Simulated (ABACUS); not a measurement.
# NaF (Villiaumite) (Fm-3m) in ABACUS: single point with PBE

Aim: the single point of NaF (Villiaumite) with PBE.

Everything below comes from runs of ABACUS 3.10.1. Logs are shortened: lines on timing, memory, paths and dates and some standing lists are left out, and cuts for length are marked.

**1. The structure**

The structure is cubic, space group Fm-3m (No. 225). The conventional cell has a = 4.640 Å, b = 4.640 Å, c = 4.640 Å, α = 90.00°, β = 90.00°, γ = 90.00°. Na (site symmetry m-3m) is surrounded by 6 F at 2.32 Å. F (site symmetry m-3m) is surrounded by 6 Na at 2.32 Å.

**2. Single point, PBE**

Contents of INPUT:

```
INPUT_PARAMETERS
suffix              NaF
calculation         scf
basis_type          lcao
pseudo_dir          ./
orbital_dir         ./
symmetry            1
dft_functional      pbe
ecutwfc             100
pseudo_rcut         10
nspin               1
nbands              9
ks_solver           genelpa
smearing_method     fd
smearing_sigma      0.00367493
scf_thr             1e-07
scf_nmax            100
mixing_type         broyden
mixing_beta         0.7
cal_force           1
cal_stress          1
out_mul             1
```

Contents of STRU:

```
ATOMIC_SPECIES
Na 22.9898 Na.upf
F 18.9984 F.upf

NUMERICAL_ORBITAL
Na_confined-atom_9au_2s1p.orb
F_confined-atom_6au_1s1p.orb

LATTICE_CONSTANT
1.8897261246

LATTICE_VECTORS
0.0000000000 2.3200000000 2.3200000000
2.3200000000 0.0000000000 2.3200000000
2.3200000000 2.3200000000 0.0000000000

ATOMIC_POSITIONS
Direct

Na
0.0
1
0.0000000000 0.0000000000 0.0000000000 1 1 1

F
0.0
1
0.5000000000 0.5000000000 0.5000000000 1 1 1
```

Contents of KPT:

```
K_POINTS
0
Gamma
10 10 10 0 0 0
```

Potentials or basis: PseudoDojo NC SR 0.4.1 PBE standard, SZ LCAO (the cutoffs set its grid).

Started as:

```
$ OMP_NUM_THREADS=1 mpirun -np 4 abacus > log
```

running log:

```text
ABACUS v3.10.1

               Atomic-orbital Based Ab-initio Computation at UStc

 ------------------------------------------------------------------------------------

 READING GENERAL INFORMATION
                           global_out_dir = OUT.NaF/
                           global_in_card = INPUT
                               pseudo_dir = ./
[... 8 lines left out ...]

 READING ATOM TYPE 1
                               atom label = Na
                      L=0, number of zeta = 2
                      L=1, number of zeta = 1
             number of atom for this type = 1

 READING ATOM TYPE 2
                               atom label = F
                      L=0, number of zeta = 1
                      L=1, number of zeta = 1
             number of atom for this type = 1

                        TOTAL ATOM NUMBER = 2
DIRECT COORDINATES
    atom                   x                   y                   z     mag                  vx                  vy                  vz
taud_Na1            0.0000000000        0.0000000000        0.0000000000  0.0000        0.0000000000        0.0000000000        0.0000000000
taud_F1            0.5000000000        0.5000000000        0.5000000000  0.0000        0.0000000000        0.0000000000        0.0000000000

                          Volume (Bohr^3) = 168.535
                             Volume (A^3) = 24.9743

 Lattice vectors: (Cartesian coordinate: in unit of a_0)
                   +0               +2.32               +2.32
                +2.32                  +0               +2.32
                +2.32               +2.32                  +0
 Reciprocal vectors: (Cartesian coordinate: in unit of 2 pi/a_0)
            -0.215517           +0.215517           +0.215517
            +0.215517           -0.215517           +0.215517
            +0.215517           +0.215517           -0.215517
 The esolver type has been set to : ksdft_lcao

                PAO radial cut off (Bohr) = 10

 Read in pseudopotential file is Na.upf
                     pseudopotential type = NC
          exchange-correlation functional = PBE
                 nonlocal core correction = 0
                        valence electrons = 9
                                     lmax = 1
                           number of zeta = 3
                     number of projectors = 4
                           L of projector = 0
                           L of projector = 0
                           L of projector = 1
                           L of projector = 1
                PAO radial cut off (Bohr) = 10

 Read in pseudopotential file is F.upf
                     pseudopotential type = NC
          exchange-correlation functional = PBE
                 nonlocal core correction = 1
                        valence electrons = 7
                                     lmax = 2
                           number of zeta = 2
                     number of projectors = 5
                           L of projector = 0
                           L of projector = 0
                           L of projector = 1
                           L of projector = 1
                           L of projector = 2
     initial pseudo atomic orbital number = 9

 SETUP THE ELECTRONS NUMBER
            electron number of element Na = 9
      total electron number of element Na = 9
             electron number of element F = 7
       total electron number of element F = 7
            AUTOSET number of electrons:  = 16
                           occupied bands = 8
                                   NLOCAL = 9
                                   NBANDS = 9
                                   NBANDS = 9
                                   NLOCAL = 9

%%%%%%%%%%%%%%%%%%%%%%%%%%%%%%%%%%%%%%%%%%%%%%%%%%%%%%%%%%%%%%%%%%%%%%%%%%%%%%%%%%%%%%%%%%%%%%%%%%%%%%%%%%
 Warning: the number of valence electrons in pseudopotential > 1 for Na: [Ne] 3s1
 Pseudopotentials with additional electrons can yield (more) accurate outcomes, but may be less efficient.
 If you're confident that your chosen pseudopotential is appropriate, you can safely ignore this warning.
%%%%%%%%%%%%%%%%%%%%%%%%%%%%%%%%%%%%%%%%%%%%%%%%%%%%%%%%%%%%%%%%%%%%%%%%%%%%%%%%%%%%%%%%%%%%%%%%%%%%%%%%%%

 SETUP THE PLANE WAVE BASIS
 energy cutoff for charge/potential (unit:Ry) = 400
            fft grid for charge/potential = [ 40, 40, 40 ]
                        fft grid division = [ 5, 5, 5 ]
        big fft grid for charge/potential = [ 8, 8, 8 ]
                                     nbxx = 128
                                     nrxx = 16000

 SETUP PLANE WAVES FOR CHARGE/POTENTIAL
                    number of plane waves = 22659
[... 62 lines left out ...]
                     BRAVAIS LATTICE NAME = 02. Cubic I (body-centered)
                                    ibrav = 2
                       right hand lattice = 1
                        ROTATION MATRICES = 48
                               nkstot_ibz = 47
K-POINTS REDUCTION ACCORDING TO SYMMETRY
     IBZ    DIRECT_X    DIRECT_Y    DIRECT_Z  WEIGHT  ibz2bz
       1  0.00000000  0.00000000  0.00000000  0.0010       0
       2  0.10000000  0.10000000  0.10000000  0.0080       1
       3  0.20000000  0.20000000  0.20000000  0.0080       2
       4  0.30000000  0.30000000  0.30000000  0.0080       3
       5  0.40000000  0.40000000  0.40000000  0.0080       4
       6  0.50000000  0.50000000  0.50000000  0.0040       5
[... 22 lines left out ...]
      29  0.50000000  0.50000000  0.10000000  0.0240      45
      30 -0.20000000  0.40000000  0.40000000  0.0120      46
[... 17 further k points ...]

                               nkstot now = 47
[... K-POINTS DIRECT COORDINATES: 47 rows ...]

           k-point number in this process = 47
       minimum distributed K point number = 47
[... stars of the k points ...]

[... K-POINTS CARTESIAN COORDINATES: 47 rows ...]

[... K-POINTS DIRECT COORDINATES: 47 rows ...]

 SETUP PLANE WAVES FOR WAVE FUNCTIONS
     energy cutoff for wavefunc (unit:Ry) = 100
              fft grid for wave functions = [ 40, 40, 40 ]
                    number of plane waves = 3839
                         number of sticks = 313

 PARALLEL PW FOR WAVE FUNCTIONS
     PROC   COLUMNS(POT)             PW
        1             78            959
        2             78            959
        3             79            963
        4             78            958
 --------------- sum -------------------
        4            313           3839

 SET NONLOCAL PSEUDOPOTENTIAL PROJECTORS
 SET NONLOCAL PSEUDOPOTENTIAL PROJECTORS
 max number of nonlocal projetors among all species is 5

 -------------------------------------------
 SELF-CONSISTENT
 -------------------------------------------

 SETUP SEARCHING RADIUS FOR PROGRAM TO SEARCH ADJACENT ATOMS
                  longest orb rcut (Bohr) = 9
   longest nonlocal projector rcut (Bohr) = 1.62
                     search radius (Bohr) = 21.2
              searching radius is (Bohr)) = 21.2
         searching radius unit is (Bohr)) = 1.89
                         PeriodicBoundary = 1
                        Radius(unit:lat0) = 11.2
                                   glayer = [ 6, 6, 6 ]
                             glayer_minus = [ 5, 5, 5 ]

Find the coordinate range of the input atom(unit:lat0).
                                  min_tau = [ -23.2, -23.2, -23.2 ]
                                  max_tau = [ 25.5, 25.5, 25.5 ]
                                BoxNumber = [ 11, 11, 11 ]

 SETUP EXTENDED REAL SPACE GRID FOR GRID INTEGRATION
                          real space grid = [ 40, 40, 40 ]
                 big cell numbers in grid = [ 8, 8, 8 ]
             meshcell numbers in big cell = [ 5, 5, 5 ]
                        extended fft grid = [ 15, 15, 15 ]
                dimension of extened grid = [ 39, 39, 39 ]
                            UnitCellTotal = 125
              Atom number in sub-FFT-grid = 2
    Local orbitals number in sub-FFT-grid = 9
                                ParaV.nnr = 3421
                                 init_chg = atomic

 LCAO ALGORITHM --------------- ION=   1  ELEC=   1--------------------------------

 Density error is 0.0861018344312
----------------------------------------------------------
     Energy           Rydberg                 eV
----------------------------------------------------------
 E_KohnSham     -140.8058925743      -1915.7624509860
 E_Harris       -138.3098002840      -1881.8013731041
 E_Fermi        0.0562597052         0.7654525585
----------------------------------------------------------
[... 80 lines left out ...]
 Density error is 5.35679887201e-09
----------------------------------------------------------
     Energy           Rydberg                 eV
----------------------------------------------------------
 E_KohnSham     -140.8524451025      -1916.3958306256
 E_KS(sigma->0) -140.8524451025      -1916.3958306256
 E_Harris       -140.8524452708      -1916.3958329157
 E_band         -15.9166426982       -216.5570337255
 E_one_elec     -78.7322486025       -1071.2071973461
 E_Hartree      46.8537442868        637.4778949357
 E_xc           -25.3390321422       -344.7552189386
 E_Ewald        -83.6349086446       -1137.9113092765
 E_entropy(-TS) -0.0000000000        -0.0000000000
 E_descf        0.0000000000         0.0000000000
 E_exx          0.0000000000         0.0000000000
 E_Fermi        0.3646285134         4.9610254354
----------------------------------------------------------

 charge density convergence is achieved
 final etot is -1916.3958306 eV
 EFERMI = 4.9610254354 eV

 STATE ENERGY(eV) AND OCCUPATIONS    NSPIN == 1
 1/47 kpoint (Cartesian) = 0.0000 0.0000 0.0000 (684 pws)
       1       -46.4261     0.00200000
       2       -18.3153     0.00200000
       3       -18.3153     0.00200000
       4       -18.3153     0.00200000
       5       -15.5705     0.00200000
       6        3.59185     0.00200000
       7        3.59185     0.00200000
       8        3.59185     0.00200000
       9        7.69677    3.45640e-27
[... 45 lines left out ...]
 6/47 kpoint (Cartesian) = 0.10776 0.10776 0.10776 (717 pws)
       1       -46.4135     0.00800000
       2       -18.6055     0.00800000
       3       -18.3275     0.00800000
       4       -18.3275     0.00800000
       5       -14.9144     0.00800000
       6        1.17046     0.00800000
       7        3.35343     0.00800000
       8        3.35343     0.00800000
       9        14.8816    5.42458e-89

[... levels at 41 further k points ...]

 correction force for each atom along direction 1 is 9.35422e-15
 correction force for each atom along direction 2 is -1.52546e-15
 correction force for each atom along direction 3 is 9.68923e-15
------------------------------------------------------------------------------------------
 TOTAL-FORCE (eV/Angstrom)
------------------------------------------------------------------------------------------
                       Na1         0.0000000000         0.0000000000         0.0000000000
                        F1         0.0000000000         0.0000000000         0.0000000000
------------------------------------------------------------------------------------------

----------------------------------------------------------------
 TOTAL-STRESS (KBAR)
----------------------------------------------------------------
        26.1852578752         0.0000000000         0.0000000000
        -0.0000000000        26.1852578752         0.0000000000
         0.0000000000         0.0000000000        26.1852578752
----------------------------------------------------------------
 TOTAL-PRESSURE: 26.185258 KBAR

 --------------------------------------------
 !FINAL_ETOT_IS -1916.3958306255565276 eV
 --------------------------------------------
```

Run time: 2.3 s. Hardware: 4 MPI ranks of Intel Xeon at 2.60GHz (Ice Lake), shared host; peak memory 0.36 GiB.

The run converged, but some of its settings lie outside the range that counts as converged, so its numbers aren't taken as properties of the crystal.

Results:

```
Free energy            : -1916.3958 eV
Pressure               : 2.6 GPa
Band gap on the k mesh : 4.10 eV, direct
Mulliken charges       : Na +0.65; F -0.65 e
```

Caveat: the atomic orbitals were generated for these runs and aren't a published set; Mulliken charges move with the basis; the basis of atomic orbitals isn't converged, which shifts pressures, moduli and gaps.
